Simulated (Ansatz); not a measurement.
Runs of Ansatz 0.2.0 on ZnS (Wurtzite-6H). Symmetry: P6_3mc, No. 186, hexagonal system. Conventional cell: a = 3.812 Å, b = 3.812 Å, c = 18.690 Å, α = 90.00°, β = 90.00°, γ = 120.00°. Zn (site symmetry 3m) has 4 S at 2.33 to 2.34 Å as nearest neighbours. Zn (site symmetry 3m) has 4 S at 2.33 to 2.34 Å as nearest neighbours. Around Zn (site symmetry 3m) lie 4 S at 2.33 to 2.34 Å. S (site symmetry 3m) has 4 Zn at 2.33 to 2.34 Å as nearest neighbours. S (site symmetry 3m) is surrounded by 4 Zn at 2.33 to 2.34 Å. Around S (site symmetry 3m) lie 4 Zn at 2.33 to 2.34 Å. 

```tsv
task	level	potentials or basis	cell	cutoff (eV)	points for each segment of the path	gap on the mesh (eV)	pressure (GPa)	relaxed volume (Å³/atom)	largest force (eV/Å)
relaxation of cell and atoms	revPBE+D4	Ansatz PAW	relaxed	420	-	2.37	0.0	19.22	-
single point	PBE	Ansatz PAW	as given	250	-	2.27	3.1	-	0.03
relaxation of cell and atoms	PBE+D4	Ansatz PAW	relaxed	420	-	2.19	0.0	19.45	-
band structure	rPW86-PBE	Ansatz PAW	as given	420	10	(a)	(b)	-	(c)
```

Alike in all rows: no spin polarisation; k mesh 8 × 8 × 2; smearing fermi-dirac 0.05 eV.

Task: Estimate the missing entries.

Result: (a) 2.06; (b) 4.7; (c) 0.04.

Caveats: the plane-wave basis is chosen anew once the cell has moved, so the energies of steps on either side of that aren't comparable (some runs); the PAW data sets come from PBE, with cores solved anew for the run's functional, which leaves a small shift of forces and pressure (some runs); the cell's inner coordinates are idealised or old, which leaves forces on the atoms (some runs); the pressure holds a Pulay correction of +31.4 GPa for the finite cutoff (some runs); the cutoff lies under the one recommended for these potentials (some runs).

A k mesh can miss the band edges.
